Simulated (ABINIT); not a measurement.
# CsPbBr3: single point with PBEsol

Crystal: CsPbBr3.

```
Pb Cs Br
1.0
     5.87000    0.00000    0.00000
     0.00000    5.87000    0.00000
     0.00000    0.00000    5.87000
Pb Cs Br
1 1 3
Cartesian
  2.9350 2.9350 2.9350
  0.0000 0.0000 0.0000
  2.9350 2.9350 0.0000
  2.9350 0.0000 2.9350
  0.0000 2.9350 2.9350
```

Measurements of this composition are mostly on another form, of space group No. 62.

* Program: ABINIT 10.8.3 (patched build)
* Task: single point
* Functional: PBEsol
* Potentials or basis: PseudoDojo NC SR PBEsol v0.4.1 standard
* Cutoff: 653 eV
* k mesh: 4 × 4 × 4
* Occupations: fermi-dirac, width 0.05 eV
* Spin: no spin polarisation

- Pressure: 0.0 GPa
- Band gap on the k mesh: 1.43 eV, direct
- Valence electrons inside the program's atomic spheres: Pb 10.06; Cs 4.48; Br 4.22

Levels at points of the mesh, in eV from the valence-band top:
```
           k point  band 20  band 21  band 22  band 23  band 24  band 25
(0.00, 0.00, 0.00)    -2.03    -2.03    -2.03     2.89     4.04     4.04
(0.50, 0.00, 0.00)    -2.14    -2.14    -1.44     2.49     4.38     4.95
(0.50, 0.50, 0.00)    -2.28    -1.67    -0.71     2.00     2.00     4.81
(0.50, 0.50, 0.50)    -1.66    -1.66     0.00     1.43     1.43     1.43
```

Wall time 35 s on 4 MPI ranks on Arm Neoverse V2, with other jobs on the host, peak memory 0.4 GiB a rank.

Caveat: the cutoff is short for stress, so the pressure is rough; spin-orbit coupling is left out, which as a rule narrows the gap of such compounds by several tenths of an eV. Expect the measured gap to be larger: semilocal functionals such as PBEsol lack the derivative discontinuity.
